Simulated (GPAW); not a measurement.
The system is BN.

```
N B
1.0
     0.00000    1.81300    1.81300
     1.81300    0.00000    1.81300
     1.81300    1.81300    0.00000
N B
1 1
Direct
  0.25000 0.25000 0.25000
  0.00000 0.00000 0.00000
```

The cell is a database's computed one.

Base run:

| Property | Result |
| --- | --- |
| Program | GPAW 26.7.0 |
| Functional | LDA |
| Potentials or basis | the program's PAW data sets (release 1.2.1) made for this functional |
| Cutoff | 800 eV |
| Basis | pw |
| k mesh | 13 × 13 × 13 |
| Occupations | fermi-dirac, width 0.05 eV |
| Spin | no spin polarisation |

Its results: band gap on the k mesh 4.42 eV, indirect (least direct gap 8.65 eV); pressure -15.5 GPa.

Task: The run is repeated on the same cell with these changes: functional from LDA to PBE; potentials or basis from the program's PAW data sets (release 1.2.1) made for this functional to GPAW PAW data sets (gpaw-data 1.2.1). What comes out?

Result: Band gap on the k mesh 4.53 eV, indirect (least direct gap 8.79 eV); pressure -1.6 GPa.

Caveats: so large a pressure means that the cell lies far from this level's equilibrium, or that cutoff or potentials fall short (some runs).

A k mesh can miss the band edges.
